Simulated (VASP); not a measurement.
Here is a VASP 6.6.1 calculation.

Contents of INCAR:

```
PREC = Accurate
ENCUT = 580
EDIFF = 1E-7
ISMEAR = 0
SIGMA = 0.1
LREAL = F
LASPH = T
NELM = 60
ALGO = Fast
ISIF = 3
LWAVE = F
LCHARG = F
GGA = PS
IBRION = 2
NSW = 90
EDIFFG = -0.005
```

File KPOINTS:

```
Automatic mesh
0
Gamma
  10 10 10
```

Contents of POSCAR:

```
Sn
1.0
    5.1704645300     -2.2627010000      0.0000000000
    5.1704645300      2.2627010000      0.0000000000
   -1.6331113200      0.0000000000      4.8867354400
Sn
4
Direct
    0.5000000000      0.5000000000      0.0000000000
    0.0000000000      0.0000000000      0.5000000000
    0.2472730000      0.2472730000      0.2446360000
    0.7527270000      0.7527270000      0.7553640000
```

Potentials or basis: VASP PAW PBE potentials, release 64 (Sn).

The run is started by

```bash
$ cat potpaw_PBE.64/Sn/POTCAR > POTCAR
$ mpirun -np 1 vasp_std > vasp.out
```

(1) What does it give for the band gap on the k mesh?

(2) Predict the relaxed cell.

(3) Estimate the space group after relaxing (to 0.05 Å).

(4) What does it give for the relaxed volume?

Results:

(1) none (metal or under the smearing width).

(2) a = 5.857 Å, b = 5.857 Å, c = 5.135 Å, α = 109.48°, β = 109.48°, γ = 39.53°.

(3) Immm (No. 71).

(4) 26.21 Å³/atom.

Caveat: the PAW data sets were made with another functional, which shifts forces and pressure a little.
